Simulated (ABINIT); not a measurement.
The system is TiSi2.

```
Ti Si
1.0
    -1.47287    1.71213    4.21208
     1.47287   -1.71213    4.21208
     1.47287    1.71213   -4.21208
Ti Si
1 2
Direct
  0.00000 0.00000 0.00000
  0.67008 0.67008 0.00000
  0.32992 0.32992 0.00000
```

The cell comes from a database or a generator and needn't be the stable form of this composition.

| Property | Result |
| --- | --- |
| Program | ABINIT 10.8.3 (patched build) |
| Task | relaxation of cell and atoms |
| Functional | r2SCAN |
| Potentials or basis | JTH PAW PBE v2.0 |
| Cutoff | 490 eV |
| k mesh | 8 × 8 × 8 |
| Occupations | fermi-dirac, width 0.05 eV |
| Spin | no spin polarisation |

At the start: pressure -2.2 GPa; volume 14.16 Å³/atom.

**Question.** Where does the relaxation end?

**Answer.** Over 13 steps the energy falls by 3.3 meV/atom and the volume is 13.96 Å³/atom (-1.4 %); space group Immm (No. 71, to 0.05 Å).

Step by step:
```csv
step,energy change (eV),largest force (eV/Å),pressure (GPa),volume (Å³)
1,0.0000,0.1109,-2.22,42.49
2,-0.0034,0.1139,-1.26,42.20
3,-0.0051,0.1071,0.45,41.73
4,-0.0057,0.1017,0.50,41.72
5,-0.0063,0.0845,0.09,41.91
6,-0.0095,0.0415,0.00,41.88
7,-0.0097,0.0233,-0.03,41.90
8,-0.0099,0.0083,-0.05,41.91
9,-0.0100,0.0041,-0.05,41.90
10,-0.0100,0.0059,0.00,41.89
11,-0.0100,0.0062,0.01,41.88
12,-0.0100,0.0049,-0.01,41.89
13,-0.0100,0.0023,0.01,41.88
```

Final structure:
```yaml
crystal:
  lattice:
    - [-1.48446, 1.68793, 4.17877]
    - [1.48446, -1.68793, 4.17877]
    - [1.48446, 1.68793, -4.17877]
  atoms:
    - { symbol: Ti, position: [0.00000, 0.00000, 0.00000] }
    - { symbol: Si, position: [0.67252, 0.67252, 0.00000] }
    - { symbol: Si, position: [0.32748, 0.32748, 0.00000] }
```

Caveat: the PAW data sets were made with another functional, which shifts forces and pressure a little.
